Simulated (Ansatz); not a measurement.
**Structures of Ta$_{3}$N: which is lowest?**

Plane-wave DFT in Ansatz with scalar-relativistic PAW potentials, cutoff 500 eV, Γ-centred meshes chosen by cell and gap, Gaussian smearing with energies taken to zero width. Every cell was relaxed (cell and atoms) in a run of its own, within the symmetry of its start. Functional: r2SCAN.

Relaxed structures (starts from databases or built by putting these elements on another compound's sites):
A. Pm-3m, 4 atoms in the computed cell, a = 3.929 Å; sites (symmetry × multiplicity) Ta 4/mm.m × 3, N m-3m × 1; start: built
B. I4/mmm, 4 atoms in the computed cell, a = 3.548 Å, c = 9.659 Å; sites (symmetry × multiplicity) Ta -4m2 × 4 + 4/mmm × 2, N 4/mmm × 2; start: built
C. P6/mmm, 4 atoms in the computed cell, a = 4.495 Å, c = 3.914 Å; sites (symmetry × multiplicity) Ta -6m2 × 2 + 6/mmm × 1, N 6/mmm × 1; start: built

Task: Rank them by energy. Could pressure change the order?

Result:
| structure | group | E − E(lowest) (meV/atom) | V (Å³/atom) | gap on mesh (eV) |
| --- | --- | --- | --- | --- |
| C | P6/mmm | 0.0 | 17.12 | 0.00 |
| B | I4/mmm | 143 | 15.20 | 0.00 |
| A | Pm-3m | 244 | 15.16 | 0.00 |

C is lowest, 143 meV/atom under B. B is denser by 1.92 Å³/atom, so pressure favours it: ΔE/ΔV, with ΔE in eV and 1 eV/Å³ = 160.2 GPa, gives about 12 GPa for equal enthalpy if both cells were rigid, a rough figure since the two compress differently. Other structures may lie lower than all of these, and vibrations aren't counted.

Spin-orbit coupling is left out, which matters for the bands of heavy elements.